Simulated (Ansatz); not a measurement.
Consider ZnTe in the zinc blende structure (space group F-43m, No. 216; a = 6.1147 Å).

Modification: a hydrostatic pressure of 7 GPa.

The values are results of r2SCAN (Ansatz, a program for electronic structure, PAW, spin-orbit coupling left out), earlier PAW set, not measurements.

Base, band edges from the VBM (valence, conduction): X -2.21, 2.60; W -2.63, 4.92; L -0.91, 2.20; Γ 0.00, 1.78; K -1.84, 3.01; U -1.84, 3.01 eV.

Give the band edges at the high-symmetry points of the new zone, measured from its valence-band maximum.


```
point  valence edge (eV)  conduction edge (eV)
-----  -----------------  --------------------
Γ                   0.00                  2.36
X                  -2.66                  2.42
U                  -2.21                  2.84
K                  -2.21                  2.84
L                  -1.10                  2.36
W                  -3.19                  5.15
```

The gap is 2.33 eV, indirect, Γ → Γ–X (86 % along).

With Te present, leaving out spin-orbit coupling can change the band edges. Load acts through the strain it causes; cell and atoms are relaxed under it. Stability against distortions was not tested. Tetrahedral semiconductors of this kind turn to denser phases somewhere between about 1 and 50 GPa; those were not computed, so compressed cells here can lie past the real transition.
